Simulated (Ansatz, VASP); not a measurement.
**Two plane-wave programs on ZnS**

Contents of INCAR:

```
ALGO = Normal
EDIFF = 1E-8
ENCUT = 520
GGA = PE
ISIF = 2
ISMEAR = -1
LASPH = True
LCHARG = False
LEFG = True
LREAL = False
LWAVE = False
NBANDS = 26
NELM = 100
PREC = Accurate
SIGMA = 0.03
```

KPOINTS

```
k-points
0
Gamma
  8 8 5
```

POSCAR

```
ZnS
1.0
    3.8109987816      0.0000000000      0.0000000000
   -1.9054993908      3.3004217586      0.0000000000
    0.0000000000      0.0000000000      6.2340000000
Zn S
2 2
Direct
    0.3333333333      0.6666666667      0.0000000000
    0.6666666667      0.3333333333      0.5000000000
    0.3333333333      0.6666666667      0.3850000000
    0.6666666667      0.3333333333      0.8850000000
```

Input for Ansatz:

```yaml
crystal:
  lattice:
    - [3.8109987816, 0.0, 0.0]
    - [-1.9054993908, 3.3004217586, 0.0]
    - [0.0, 0.0, 6.234]
  atoms:
    - { symbol: Zn, position: [0.3333333333, 0.6666666667, 0.0] }
    - { symbol: Zn, position: [0.6666666667, 0.3333333333, 0.5] }
    - { symbol: S, position: [0.3333333333, 0.6666666667, 0.385] }
    - { symbol: S, position: [0.6666666667, 0.3333333333, 0.885] }
kpoints:
  mp_grid: { grid: [8, 8, 5] }
  band_path:
    path:
      - [0.0, 0.0, 0.0]
      - [0.5, 0.0, 0.0]
      - [0.3333333333, 0.3333333333, 0.0]
      - [0.0, 0.0, 0.0]
      - [0.0, 0.0, 0.5]
      - [0.5, 0.0, 0.5]
      - [0.3333333333, 0.3333333333, 0.5]
      - [0.0, 0.0, 0.5]
      - [0.5, 0.0, 0.5]
    npoints: 8
scf:
  occupations: { method: fermi_dirac, width: 0.03 }
hamiltonian:
  xc: pbe
  pseudopotentials: { kind: paw }
output:
  forces: true
  stress: true
  eigenvalues: true
  efg: { contact_densities: true }
  populations: true
  bader: true
  dos: { projected: true, de: 0.2, e_range: [-14, 8] }
```

Alike in both runs: task electric field gradients; functional PBE; k mesh 8 × 8 × 5; occupations fermi-dirac, width 0.03 eV; no spin polarisation.

```csv
,VASP,Ansatz
version,VASP 6.6.1,Ansatz 0.2.0
potentials or method,"VASP PAW PBE potentials, release 64 (Zn, S)","PAW with Ansatz's default frozen-core files, scalar-relativistic"
plane-wave cutoff (eV),520,420
valence electrons in the cell,36,36
```

VASP gave:

```
gap on the k mesh at the Fermi level (eV)                      : 2.25
pressure (GPa)                                                 : 2.5
largest component of the traceless stress (GPa)                : 1.37
rms of the force components (eV/Å)                             : 0.186
Vzz of the field gradient on the site that differs most (V/Å²) : 19.3
```

Question: What did Ansatz give for the same quantities?

Answer: gap on the k mesh at the Fermi level (eV): 2.25; pressure (GPa): 2.3; largest component of the traceless stress (GPa): 1.35; rms of the force components (eV/Å): 0.184; Vzz of the field gradient on the site that differs most (V/Å²): 18.2.

Atom by atom the forces differ by 0.002 eV/Å (rms over components).

PBE gaps usually lie below the measured ones, often by a third to a half.
